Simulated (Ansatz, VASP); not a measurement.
# One calculation of Ru, two programs

```xyz
2
Lattice="2.7273 0.0000 0.0000 -1.3637 2.3619 0.0000 0.0000 0.0000 4.0483" Properties=species:S:1:pos:R:3 pbc="T T T"
Ru    0.0000    1.5746    1.0121
Ru    1.3637    0.7873    3.0362
```

Alike in both runs: task single point; functional PBEsol; k mesh 18 × 18 × 10; occupations gaussian, width 0.15 eV; no spin polarisation.

```csv
,VASP,Ansatz
version,VASP 6.6.1,Ansatz 0.2.0
potentials or method,"VASP PAW PBE potentials, release 64 (Ru_pv)","scalar-relativistic, plane waves, PAW"
plane-wave cutoff (eV),520,420
valence electrons in the cell,28,32
```

|  | VASP | Ansatz | Ansatz less VASP |
| --- | --- | --- | --- |
| gap on the k mesh at the Fermi level (eV) | none | none | - |
| pressure (GPa) | 10.4 | 10.5 | +0.10 |
| largest component of the traceless stress (GPa) | 21.21 | 21.23 | +0.017 |

A gap of «none» marks a metal or a gap that the smearing closes. The two sets of potentials don't hold the same shells in valence. Ansatz warned: «pseudo_functional_mismatch».

Caveats: the PAW data sets were made with another functional, which shifts forces and pressure a little (VASP).
